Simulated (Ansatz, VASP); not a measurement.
# InP: VASP beside Ansatz

The input POSCAR:

```
InP
1.0
    0.0000000000      2.9538133483      2.9538133483
    2.9538133483      0.0000000000      2.9538133483
    2.9538133483      2.9538133483      0.0000000000
In P
1 1
Direct
    0.0000000000      0.0000000000      0.0000000000
    0.2500000000      0.2500000000      0.2500000000
```

File INCAR.step1:

```
SYSTEM = InP
ALGO = Normal
EDIFF = 1E-4
ENCUT = 520
GGA = PE
ISMEAR = 0
LASPH = .TRUE.
LCHARG = .FALSE.
LREAL = .FALSE.
LWAVE = .TRUE.
NBANDS = 16
NELM = 100
PREC = Accurate
SIGMA = 0.01
```

INCAR.step2

```
SYSTEM = InP
ALGO = Normal
EDIFF = 1E-6
ENCUT = 520
ISIF = 2
ISMEAR = 0
ISTART = 1
LASPH = .TRUE.
LCHARG = .TRUE.
LELF = .TRUE.
LMIXTAU = .TRUE.
LREAL = .FALSE.
LVHAR = .TRUE.
LWAVE = .FALSE.
METAGGA = R2SCAN
NBANDS = 16
NELM = 100
PREC = Accurate
SIGMA = 0.01
```

Contents of KPOINTS:

```
k-points
0
G
  6 6 6
  0 0 0
```

Input for Ansatz:

```yaml
crystal:
  lattice:
    - [0.0, 2.9538133483, 2.9538133483]
    - [2.9538133483, 0.0, 2.9538133483]
    - [2.9538133483, 2.9538133483, 0.0]
  atoms:
    - { symbol: In, position: [0.0, 0.0, 0.0] }
    - { symbol: P, position: [0.25, 0.25, 0.25] }
kpoints:
  mp_grid: { grid: [6, 6, 6] }
hamiltonian:
  xc: r2scan
scf:
  occupations: { method: fixed }
output:
  optics:
    e_range: [0, 12]
    de: 0.05
    sigma: 0.1
    bands: { spectra_wanted_up_to: 12 }
```

Alike in both runs: task single point; functional r2SCAN; k mesh 6 × 6 × 6; no spin polarisation.

|  | VASP | Ansatz |
| --- | --- | --- |
| version | VASP 6.6.1 | Ansatz 0.2.0 |
| potentials or method | VASP PAW PBE potentials, release 64 (In_d, P) | plane waves, PAW |
| plane-wave cutoff (eV) | 520 | 500 |
| occupations | gaussian, width 0.01 eV | fixed |
| valence electrons in the cell | 18 | 18 |

```csv
,VASP,Ansatz,Ansatz less VASP
gap on the k mesh at the Fermi level (eV),1.03,1.02,-0.004
```

Caveats: spin-orbit coupling is left out, which moves the levels of the heavy elements. r2SCAN opens gaps a little over a GGA but as a rule still falls short of measured ones.
